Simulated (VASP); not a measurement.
The equilibrium volume of 6 crystals: PBE beside BLYP-D3(0)

Computed equilibrium volume (Å³/atom) at each level. Volumes are each level's own minimum, from an equation of state or a relaxation of the cell. Space groups are those of the starting cells. Not every cell is the stable form of its formula. Spin polarisation and spin-orbit coupling are off unless named.

- PBE: VASP (PAW files made for PBE); cutoffs 480 to 680 eV; k meshes of 125 to 1000 points
- BLYP-D3(0): VASP (PAW files made for PBE); cutoff 600 eV; k meshes of 125 to 1000 points

| crystal | PBE | BLYP-D3(0) |
| --- | --- | --- |
| HfO2 (P2_1/c, 12 atoms) | 11.656 | 11.714 |
| SiC (P6_3mc, 8 atoms) | 10.501 | 10.576 |
| ZnS (P6_3mc, 4 atoms) | 20.242 | 19.812 |
| TiO2 (P4_2/mnm, 6 atoms) | 10.611 | 10.723 |
| SnO2 (P4_2/mnm, 6 atoms) | 12.597 | 12.679 |
| HfB (Fm-3m) | 14.133 | 14.039 |

Task: How do the values move from PBE?

Result: BLYP-D3(0) scatters about PBE (4 above, 2 below), with a median shift of +0.6 % (-2.1 % for ZnS to +1.1 % for TiO2). The figures use the values as printed. Meshes of this size aren't converged for the metals. Columns can differ in potentials and cutoffs within a row, which adds scatter of its own. Where several set-ups ran one level, the entry is one near their median; a run lay far from it for TiO2, ZnS.
